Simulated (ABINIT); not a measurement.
AlN: equation of state with rPW86PBE

Crystal: AlN.

```xyz
2
Lattice="0.0000 2.1840 2.1840 2.1840 0.0000 2.1840 2.1840 2.1840 0.0000" Properties=species:S:1:pos:R:3 pbc="T T T"
Al    0.0000    0.0000    0.0000
N     1.0920    1.0920    1.0920
```

Measurements of this composition are mostly on another form, of space group No. 186.

```json
{
 "Program": "ABINIT 10.8.3 (patched build)",
 "Task": "equation of state",
 "Functional": "rPW86PBE",
 "Potentials or basis": "JTH PAW PBE v2.0",
 "Cutoff": "680 eV",
 "k mesh": "10 × 10 × 10",
 "Occupations": "fermi-dirac, width 0.05 eV",
 "Spin": "no spin polarisation",
 "Fine-grid cutoff": "1278.94 eV",
 "Exchange and correlation inside the PAW spheres": "full angular mesh (pawxcdev 0, this build's default; the released program takes 1)"
}
```

The equilibrium volume is 10.83 Å³/atom. The bulk modulus is 187 GPa and the pressure derivative of the bulk modulus is 4.0.

Energy against volume, from the lowest point:
```csv
volume (Å³/atom),energy (meV/atom)
9.792,68.41
10.001,42.18
10.209,22.82
10.417,9.68
10.626,2.28
10.834,0.00
11.042,2.34
```

It took 75 s on 1 thread of Arm Neoverse V2 (shared host), peak memory 0.13 GiB.

Caveat: the cutoff is too short for stress, so the log's stress isn't used; pressures at fixed basis lie under the slope of the energies; the PAW data sets were made with another functional, which shifts forces and pressure a little.
